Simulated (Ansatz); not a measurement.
# Cu (fcc type): the cost of one run

Program: Ansatz 0.2.0. Level of theory: DFT PBE, with the methods named in each step. These are calculated values, not measurements.

## 1. Starting point

Symmetry: Fm-3m, No. 225, cubic system. Conventional cell: a = 3.629 Å, b = 3.629 Å, c = 3.629 Å, α = 90.00°, β = 90.00°, γ = 90.00°. Cu (site symmetry m-3m) has 12 Cu at 2.57 Å as nearest neighbours.

As a file:

```
Cu
1.0
     0.00000    1.81459    1.81459
     1.81459    0.00000    1.81459
     1.81459    1.81459    0.00000
Cu
1
Direct
  0.00000 0.00000 0.00000
```

## 2. Fcc relaxed, PAW

Input file input.yaml:

```yaml
crystal:
  lattice:
    - [0.0, 1.8145933008, 1.8145933008]
    - [1.8145933008, 0.0, 1.8145933008]
    - [1.8145933008, 1.8145933008, 0.0]
  atoms:
    - { symbol: Cu, position: [0.0, 0.0, 0.0] }
kpoints:
  mp_grid: { grid: [19, 19, 19] }
scf:
  occupations: { method: fermi_dirac, width: 0.05 }
hamiltonian:
  xc: pbe
  pseudopotentials: { kind: paw_fr }
output:
  forces: true
  stress: true
relax:
  f_tol: 0.005
  max_steps: 40
  cell: {}
magnetization:
  noncollinear: true
  spin_orbit: true
```

Run with:

```console
$ ansatz run input.yaml --threads 2 --pin off --max-ram 5120MiB --backend cpu --events-out ev --progress --plain --runs-dir out
```

**Question.** How long does this run take on 2 threads of Intel Xeon Platinum 8488C (Sapphire Rapids), shared host, and how much memory does it need?

About 7 s, with a peak of 0.49 GiB.
